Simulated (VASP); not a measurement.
# WC (Qusongite) (P-6m2) in VASP: a series of runs

The runs below take WC (Qusongite) through relaxation of cell and atoms, with PBE, PBEsol.

All numbers are computed with VASP 6.6.1; they aren't measurements. Logs are shortened: lines on timing, memory, paths and dates and some standing lists are left out, and cuts for length are marked.

### 1 Starting point

The structure is hexagonal, space group P-6m2 (No. 187). Conventional cell: a = 2.907 Å, b = 2.907 Å, c = 2.837 Å, α = 90.00°, β = 90.00°, γ = 120.00°. W (site symmetry -6m2) is surrounded by 6 C at 2.20 Å. Around C (site symmetry -6m2) lie 6 W at 2.20 Å.

### 2 Relaxation of cell and atoms, PBE

INCAR

```
PREC     = Accurate       # precision mode
ENCUT    = 600            # plane-wave cutoff, eV
EDIFF    = 1E-6           # SCF threshold, eV
ISMEAR   = 1              # smearing method
SIGMA    = 0.1            # smearing width, eV
LREAL    = F              # projectors in reciprocal space
LASPH    = T              # aspherical terms in the spheres
NELM     = 80             # most SCF steps
ALGO     = Normal         # electronic algorithm
ISIF     = 3              # what is computed and relaxed
LWAVE    = F              # write WAVECAR
LCHARG   = F              # write CHGCAR
GGA      = PE             # functional
IBRION   = 2              # ionic algorithm
NSW      = 90             # ionic steps
EDIFFG   = -0.01          # ionic threshold
```

KPOINTS

```
regular mesh
0
Gamma
  15 15 13
```

POSCAR

```
WC
1.0
    2.9065000000      0.0000000000      0.0000000000
   -1.4532500000      2.5171028361      0.0000000000
    0.0000000000      0.0000000000      2.8366000000
W C
1 1
Direct
    0.0000000000      0.0000000000      0.0000000000
    0.6666666667      0.3333333333      0.5000000000
```

Potentials or basis: VASP PAW PBE potentials, release 64 (W_sv, C).

Run with:

```sh
cat potpaw_PBE.64/W_sv/POTCAR potpaw_PBE.64/C/POTCAR > POTCAR
mpirun -np 1 vasp_std > vasp.out
```

OUTCAR:

```text
PREC = Accurate
   ENCUT = 600
   EDIFF = 1E-6
   ISMEAR = 1
   LREAL = F
   LASPH = T
   NELM = 80
   ISIF = 3
   GGA = PE
   IBRION = 2
   NSW = 90
   EDIFFG = -0.01

 ion  position               nearest neighbor table
   1  0.000  0.000  0.000-   2 2.20   2 2.20   2 2.20   2 2.20   2 2.20   2 2.20
   2  0.667  0.333  0.500-   1 2.20   1 2.20   1 2.20   1 2.20   1 2.20   1 2.20

  LATTYP: Found a hexagonal cell.
 ALAT       =     2.9065000000
 C/A-ratio  =     0.9759504559

  Lattice vectors:

 A1 = (   2.9065000000,   0.0000000000,   0.0000000000)
 A2 = (  -1.4532500000,   2.5171028361,   0.0000000000)
 A3 = (   0.0000000000,   0.0000000000,   2.8366000000)

Analysis of symmetry for initial positions (statically):
=====================================================================
 Subroutine PRICEL returns:
 Original cell was already a primitive cell.

 Routine SETGRP: Setting up the symmetry group for a
 hexagonal supercell.

 Subroutine GETGRP returns: Found 12 space group operations
 (whereof 12 operations were pure point group operations)
 out of a pool of 24 trial point group operations.

The static configuration has the point symmetry D_3h.

Analysis of symmetry for dynamics (positions and initial velocities):
=====================================================================
 Subroutine PRICEL returns:
 Original cell was already a primitive cell.

 Routine SETGRP: Setting up the symmetry group for a
 hexagonal supercell.

 Subroutine GETGRP returns: Found 12 space group operations
 (whereof 12 operations were pure point group operations)
 out of a pool of 24 trial point group operations.

The dynamic configuration has the point symmetry D_3h.

 Subroutine INISYM returns: Found 12 space group operations
 (whereof 12 operations are pure point group operations),
 and found     1 'primitive' translations

----------------------------------------------------------------------------------------

                                     Primitive cell

  volume of cell :      20.7525

  direct lattice vectors                    reciprocal lattice vectors
     2.906500000  0.000000000  0.000000000     0.344056425  0.198641070  0.000000000
    -1.453250000  2.517102836  0.000000000     0.000000000  0.397282139  0.000000000
     0.000000000  0.000000000  2.836600000     0.000000000  0.000000000  0.352534725

  length of vectors
     2.906500000  2.906500000  2.836600000     0.397282139  0.397282139  0.352534725

  position of ions in fractional coordinates (direct lattice)
     0.000000000  0.000000000  0.000000000
     0.666666667  0.333333333  0.500000000

  ion indices of the primitive-cell ions
   primitive index   ion index
                 1           1
                 2           2

----------------------------------------------------------------------------------------

 KPOINTS: regular mesh

Automatic generation of k-mesh.
 Grid dimensions read from file:
 generate k-points for:   15   15   13

 Generating k-lattice:

  Cartesian coordinates                     Fractional coordinates (reciprocal lattice)
     0.022937095  0.013242738  0.000000000     0.066666667  0.000000000  0.000000000
     0.000000000  0.026485476  0.000000000     0.000000000  0.066666667  0.000000000
     0.000000000  0.000000000  0.027118056     0.000000000  0.000000000  0.076923077

  Length of vectors
     0.026485476  0.026485476  0.027118056

  Shift w.r.t. Gamma in fractional coordinates (k-lattice)
     0.000000000  0.000000000  0.000000000

 Subroutine IBZKPT returns following result:
 ===========================================

 Found    189 irreducible k-points:

 Following reciprocal coordinates:
            Coordinates               Weight
  0.000000  0.000000  0.000000      1.000000
  0.066667 -0.000000  0.000000      6.000000
  0.133333 -0.000000  0.000000      6.000000
  0.200000 -0.000000  0.000000      6.000000
  0.266667 -0.000000  0.000000      6.000000
  0.333333  0.000000  0.000000      6.000000
[... 16 lines left out ...]
  0.333333  0.200000  0.000000     12.000000
  0.400000  0.200000  0.000000      6.000000
 [... further k-points ...]
   k-points           NKPTS =    189   k-points in BZ     NKDIM =    189   number of bands    NBANDS=     13
   number of dos      NEDOS =    301   number of ions     NIONS =      2
   total plane-waves  NPLWV =  13824
   dimension x,y,z NGX =    24 NGY =   24 NGZ =   24
   dimension x,y,z NGXF=    48 NGYF=   48 NGZF=   48
   ions per type =               1   1
   NGX,Y,Z   is equivalent  to a cutoff of  13.73, 13.73, 14.07 a.u.
   NGXF,Y,Z  is equivalent  to a cutoff of  27.46, 27.46, 28.13 a.u.
 SYSTEM =  unknown system
   PREC   = accura    normal or accurate (medium, high low for compatibility)
   ISTART =      0    job   : 0-new  1-cont  2-samecut
   ICHARG =      2    charge: 1-file 2-atom 10-const
   ISPIN  =      1    spin polarized calculation?
   LNONCOLLINEAR =      F non collinear calculations
   LSORBIT =      F    spin-orbit coupling
   LASPH  =      T    aspherical Exc in radial PAW
   ENCUT  =  600.0 eV  44.10 Ry    6.64 a.u.   5.81  5.81  5.67*2*pi/ulx,y,z
   NELM   =     80;   NELMIN=  2; NELMDL= -5     # of ELM steps
   EDIFF  = 0.1E-05   stopping-criterion for ELM
   LREAL  =      F    real-space projection
   EDIFFG = -.1E-01   stopping-criterion for IOM
   NSW    =     90    number of steps for IOM
   IBRION =      2    ionic relax: 0-MD 1-quasi-New 2-CG
   NFREE  =      1    steps in history (QN), initial steepest desc. (CG)
   ISIF   =      3    stress and relaxation
   ISYM   =      2    0-nonsym 1-usesym 2-fastsym
   POTIM  = 0.5000    time-step for ionic-motion
   TEBEG  =    0.0;   TEEND  =   0.0 temperature during run
   PSTRESS=    0.0 pullay stress
   NELECT =      18.0000    total number of electrons
   NUPDOWN=      -1.0000    fix difference up-down
   EMIN   =  10.00;   EMAX   =-10.00  energy-range for DOS
   EFERMI =   0.00;   METHOD = LEGACY
   ISMEAR =     1;   SIGMA  =   0.10  broadening in eV -4-tet -1-fermi 0-gaus
   EFERMI_NEDOS =   21; number of points for ismear=-14 and -15
   IALGO  =     38    algorithm
   IMIX   =      4    mixing-type and parameters
     AMIX     =   0.40;   BMIX     =  1.00
     AMIX_MAG =   1.60;   BMIX_MAG =  1.00
  volume/ion in A,a.u.               =      10.38        70.02
  Fermi-wavevector in a.u.,A,eV,Ry     =   1.561262  2.950358 33.164744  2.437540
  Thomas-Fermi vector in A             =   2.664353
   LORBIT       =      0    0 simple, 1 ext, 2 COOP (PROOUT), +10 PAW based schemes
   GGA     = PE    functional components
   LHFCALC =     F    Hartree Fock is set to
   AEXX    =    0.0000 exact exchange contribution
   IVDW    =     0    specifies the selected vdW correction
   LEPSILON=     F    determine dielectric tensor
   LRPA    =     F    only Hartree local field effects (RPA)
 conjugate gradient relaxation of ions
 non-spin polarized calculation
 Methfessel and Paxton  Order N= 1 SIGMA  =   0.10
  energy-cutoff  :      600.00
  volume of cell :       20.75
 maximum number of plane-waves:       704
 NGX is ok and might be reduce to    24
   NGX = 11   NGY = 11   NGZ = 11

--------------------------------------- Ionic step        1  -------------------------------------------

 number of electron      18.0000000 magnetization

 Free energy of the ion-electron system (eV)
  ---------------------------------------------------
  ext. energy  EPLUGINS =         0.00000000
  ---------------------------------------------------
  free energy    TOTEN  =       -22.44309316 eV

  energy without entropy =      -22.44311763  energy(sigma->0) =      -22.44310131

------------------------ aborting loop because EDIFF is reached ----------------------------------------

  FORCE on cell =-STRESS in cart. coord.  units (eV):
  Direction    XX          YY          ZZ          XY          YZ          ZX
  --------------------------------------------------------------------------------------
  -------------------------------------------------------------------------------------
  Total        0.8546275      0.8546275      0.8509472      0.0000000     -0.0000000      0.0000000
  in kB       65.9808770     65.9808770     65.6967412      0.0000000     -0.0000000      0.0000000
  external PRESSURE =      65.8861651 kB  Pullay stress =       0.0000000 kB
[... 165 lines left out ...]
  energy  without entropy=      -22.4501430304  energy(sigma->0) =      -22.45009445

--------------------------------------- Ionic step        6  -------------------------------------------

 number of electron      18.0000000 magnetization

 Free energy of the ion-electron system (eV)
  ---------------------------------------------------
  ext. energy  EPLUGINS =         0.00000000
  ---------------------------------------------------
  free energy    TOTEN  =       -22.45012201 eV

  energy without entropy =      -22.45020724  energy(sigma->0) =      -22.45015042

 E-fermi :  10.8217     XC(G=0): -13.7076

 val. band max:       10.7792337243   @ k =   0.4667  -0.0000   0.3846
 cond. band min:      10.8485701203   @ k =   0.1333  -0.0000   0.4615
 fundamental gap:      0.0693363960
 Fermi energy:        10.8216516571

 k-point     1 :       0.0000    0.0000    0.0000
  band No.  band energies     occupation
      1     -63.1951      2.00000
      2     -27.1720      2.00000
      3     -27.0816      2.00000
      4     -27.0816      2.00000
      5      -3.4801      2.00000
      6       6.6268      2.00000
      7       7.5700      2.00000
      8       7.5700      2.00000
      9      10.9420     -0.07077
     10      14.0049      0.00000
     11      14.0049      0.00000
     12      16.3810      0.00000
     13      16.3810      0.00000
[... 353 lines left out ...]
 k-point    24 :       0.4000    0.2000    0.0000
  band No.  band energies     occupation
      1     -63.1374      2.00000
      2     -27.7556      2.00000
      3     -27.4293      2.00000
      4     -27.0603      2.00000
      5       0.2512      2.00000
      6       4.1456      2.00000
      7       6.8454      2.00000
      8       7.4297      2.00000
      9      10.8716      0.26060
     10      11.9309     -0.00000
     11      13.6665      0.00000
     12      14.7919      0.00000
     13      19.2125      0.00000

 [... further k-points ...]

------------------------ aborting loop because EDIFF is reached ----------------------------------------

  FORCE on cell =-STRESS in cart. coord.  units (eV):
  Direction    XX          YY          ZZ          XY          YZ          ZX
  --------------------------------------------------------------------------------------
  -------------------------------------------------------------------------------------
  Total        0.0071573      0.0071573      0.0055857      0.0000000      0.0000000      0.0000000
  in kB        0.5435274      0.5435274      0.4241787      0.0000000      0.0000000      0.0000000
  external PRESSURE =       0.5037445 kB  Pullay stress =       0.0000000 kB
[... 17 lines left out ...]
  FREE ENERGIE OF THE ION-ELECTRON SYSTEM (eV)
  ---------------------------------------------------
  free  energy   TOTEN  =       -22.4501220079 eV

  energy  without entropy=      -22.4502072382  energy(sigma->0) =      -22.45015042

 reached required accuracy - stopping structural energy minimisation
```

It took 2.5 min on 1 thread of Intel Xeon Platinum 8488C (Sapphire Rapids), shared host; peak memory 0.19 GiB.

Results:

| Quantity | Value |
| --- | --- |
| Free energy | -22.4501 eV |
| Relaxed volume | 10.55 Å³/atom |
| Relaxed cell | a = 2.924 Å, b = 2.924 Å, c = 2.850 Å, α = 90.00°, β = 90.00°, γ = 120.00° |
| Space group after relaxing (to 0.05 Å) | P-6m2 (No. 187) |
| Energy gained by relaxing | 3.5 meV/atom |
| Ionic steps | 6 |
| Pressure after relaxing | 0.1 GPa |
| Band gap on the k mesh | none (metal or under the smearing width) |

The path:
```
step  energy change (eV)  largest force (eV/Å)  pressure (GPa)  volume (Å³)
   1              0.0000                0.0000            6.59        20.75
   2              0.0421                0.0000          -15.66        22.06
   3             -0.0070                0.0000           -0.10        21.10
   4             -0.0070                0.0000            0.01        21.10
   5             -0.0070                0.0000            0.05        21.10
   6             -0.0070                0.0000            0.05        21.10
```

Final structure:
```yaml
crystal:
  lattice:
    - [2.92392, 0.00000, 0.00000]
    - [-1.46196, 2.53219, 0.00000]
    - [0.00000, 0.00000, 2.84957]
  atoms:
    - { symbol: W, position: [0.00000, 0.00000, 0.00000] }
    - { symbol: C, position: [0.66667, 0.33333, 0.50000] }
```

### 3 Relaxation of cell and atoms, PBE

This run uses another cell than the first one, of 10.55 Å³/atom, 1.017 times its volume.

INCAR: that of step 2 with these lines changed.

```diff
@@ -2,3 +2,3 @@
 ENCUT    = 600            # plane-wave cutoff, eV
-EDIFF    = 1E-6           # SCF threshold, eV
+EDIFF    = 1E-7           # SCF threshold, eV
 ISMEAR   = 1              # smearing method
@@ -15,2 +15,2 @@
 NSW      = 90             # ionic steps
-EDIFFG   = -0.01          # ionic threshold
+EDIFFG   = -0.005         # ionic threshold
```

KPOINTS is that of step 2.

POSCAR

```
WC                                      
1.0
    2.9239167955      0.0000000000      0.0000000000
   -1.4619583977      2.5321862234     -0.0000000000
   -0.0000000000      0.0000000000      2.8495698060
  W               C             
     1     1
Direct
     0.0000000000000000    0.0000000000000000    1.0000000000000000
     0.6666666667000030    0.3333333332999970    0.5000000000000000
```

Potentials or basis: VASP PAW PBE potentials, release 64 (W_sv, C).

Run with:

```sh
cat potpaw_PBE.64/W_sv/POTCAR potpaw_PBE.64/C/POTCAR > POTCAR
mpirun -np 1 vasp_std > vasp.out
```

It took 48 s on 1 thread of Intel Xeon Platinum 8488C (Sapphire Rapids), shared host; peak memory 0.19 GiB.

Results (log left out):

* Free energy: -22.4505 eV
* Pressure after relaxing: 0.0 GPa
* Band gap on the k mesh: none (metal or under the smearing width)

Final structure:
```
W C
1.0
     2.92392    0.00000    0.00000
    -1.46196    2.53219    0.00000
     0.00000    0.00000    2.84957
W C
1 1
Direct
  0.00000 0.00000 0.00000
  0.66667 0.33333 0.50000
```

Levels at points of the mesh, in eV from the Fermi level:
```
           k point  band 5  band 6  band 7  band 8  band 9  band 10  band 11  band 12  band 13
(0.00, 0.00, 0.00)  -14.30   -4.19   -3.25   -3.25    0.12     3.18     3.18     5.56     5.56
```

Caveat: the relaxation stopped at its first step, so nothing moved.

(Part 1 of 2 ends here.)
